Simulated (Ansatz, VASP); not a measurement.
## BaS: VASP beside Ansatz

```
CELL_PARAMETERS angstrom
0.00000 3.19375 3.19375
3.19375 0.00000 3.19375
3.19375 3.19375 0.00000
ATOMIC_POSITIONS crystal
Ba 0.00000 0.00000 0.00000
S 0.50000 0.50000 0.50000
```

Alike in both runs: task relaxation of cell and atoms; functional BLYP; dispersion D3(BJ); k mesh 7 × 7 × 7; occupations fermi-dirac, width 0.05 eV; no spin polarisation.

```csv
,VASP,Ansatz
version,VASP 6.6.1,Ansatz 0.2.0
potentials or method,"VASP PAW PBE potentials, release 64 (Ba_sv, S)",Ansatz PAW
plane-wave cutoff (eV),600,420
valence electrons in the cell,16,16
```

```csv
,VASP,Ansatz,Ansatz less VASP
"gap on the k mesh at the Fermi level, each at its own relaxed structure (eV)",2.26,2.34,+0.081
relaxed volume (Å³/atom),32.88,32.40,-0.481
relaxed cell length with the largest relative difference (Å),4.531,4.508,-0.0222
```

Caveats: spin-orbit coupling is left out, which moves the levels of the heavy elements; the PAW data sets were made with another functional, which shifts forces and pressure a little (VASP); an odd mesh through Γ misses points on the zone boundary, where band edges often lie (VASP); odd divisions of the mesh miss points on the zone boundary, where band edges often lie, so the gap on the mesh can be too wide (Ansatz); the plane-wave basis is chosen anew once the cell has moved, so the energies of steps on either side of that aren't comparable (Ansatz); the PAW data sets come from PBE, with cores solved anew for the run's functional, which leaves a small shift of forces and pressure (Ansatz). Zero-point motion and thermal expansion aren't in these numbers. Expect the measured gap to be larger: semilocal functionals such as BLYP lack the derivative discontinuity.
